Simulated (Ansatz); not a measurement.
**Sc: strain and displacement**

```yaml
crystal:
  lattice:
    - [3.30880, 0.00000, 0.00000]
    - [-1.65440, 2.86550, 0.00000]
    - [0.00000, 0.00000, 5.26800]
  atoms:
    - { symbol: Sc, position: [0.33333, 0.66667, 0.25000] }
    - { symbol: Sc, position: [0.66667, 0.33333, 0.75000] }
```

Atom numbers follow the list: Sc1, Sc2.

The conventional cell has a = 3.309 Å, b = 3.309 Å, c = 5.268 Å, α = 90.00°, β = 90.00°, γ = 120.00°. Around Sc (atom 1) lie 12 Sc at 3.25 to 3.31 Å.

The cell is COD entry 9011704, as deposited and not checked against the literature; nothing was relaxed.

The calculation used Ansatz 0.2.0, DFT, PBE, all-electron LAPW, scalar-relativistic.

Settings: a Γ-centred 13×13×7 k mesh, Fermi–Dirac smearing of 0.03 eV, basis error target 0.5 meV/atom, no spin polarisation.

The unchanged cell is at -0.68 GPa, so energy changes include a term −P ΔV where the volume moves.

In a metal, stresses and small energies carry noise from the k mesh.

x, y and z are the Cartesian axes of the cell as listed; fractional coordinates follow a strain, and an engineering shear is twice the off-diagonal strain component.

With x and y strained by +3 %, z held: energy change +19 meV/atom; stress change (xx, yy, zz, yz, xz, xy) -3.57, -3.57, -1.38, 0.00, 0.00, 0.00 GPa, compression positive.

Task: With this change (z strained by +1 % at fixed volume), what becomes of the energy and stress?

Result: Energy change +4 meV/atom; stress change (xx, yy, zz, yz, xz, xy) 0.41, 0.41, -0.69, 0.00, 0.00, 0.00 GPa, compression positive.

Task: With this change (atom 2 (Sc) moved by (0.0693, 0.0693, 0.0693) Å), what becomes of the energy and stress and forces?

Result: Energy change +8 meV/atom; stress change (xx, yy, zz, yz, xz, xy) 0.29, -0.35, 0.30, 0.07, 0.06, 0.30 GPa, compression positive; change of the force on Sc2 (-0.098, -0.091, -0.254) eV/Å.

Task: What force constant does this one finite step give for Sc2 along its displacement (all its periodic images move with it)?

Result: k = −ΔF·u/|u|² = 2.13 eV/Å², so the force pulls the atom back.
